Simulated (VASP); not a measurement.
Input of a VASP 6.6.1 run:

INCAR

```
SYSTEM = SiC
  PREC = Accurate
  ENCUT = 300
  EDIFF = 1E-7
  ISMEAR = 0
  SIGMA = 0.03
  LREAL = .FALSE.
  LASPH = .TRUE.
  NELM = 80
  ALGO = Fast
  ISIF = 2
  LWAVE = .FALSE.
  LCHARG = .FALSE.
  GGA = PE
  IBRION = 2
  NSW = 40
  EDIFFG = -0.01
```

The input KPOINTS:

```
Automatic mesh
0
G
  5 5 5
  0 0 0
```

File POSCAR:

```
SiC                                     
1.0
    0.0000000000      2.1425099435      2.1425099435
    2.1425099435      0.0000000000      2.1425099435
    2.1425099435      2.1425099435      0.0000000000
  Si              C             
     1     1
Direct
     0.0000000000000000    0.0000000000000000    0.0000000000000000
     0.2500000000000000    0.2500000000000000    0.2500000000000000
```

Potentials or basis: VASP PAW PBE potentials, release 64 (Si, C_s).

Launch:

```sh
$ cat potpaw_PBE.64/Si/POTCAR potpaw_PBE.64/C_s/POTCAR > POTCAR
$ mpirun -np 1 vasp_std > vasp.out
```

Question: What does it give for the band gap on the k mesh?

Answer: 1.81 eV, indirect (least direct gap 4.88 eV).

Final structure:
```yaml
crystal:
  lattice:
    - [0.00000, 2.14251, 2.14251]
    - [2.14251, 0.00000, 2.14251]
    - [2.14251, 2.14251, 0.00000]
  atoms:
    - { symbol: Si, position: [0.00000, 0.00000, 0.00000] }
    - { symbol: C, position: [0.25000, 0.25000, 0.25000] }
```

Caveat: the k mesh is coarse (spacing up to 0.51 Å⁻¹), so the values aren't converged; the relaxation stopped at its first step, so nothing moved; an odd mesh through Γ misses points on the zone boundary, where band edges often lie.
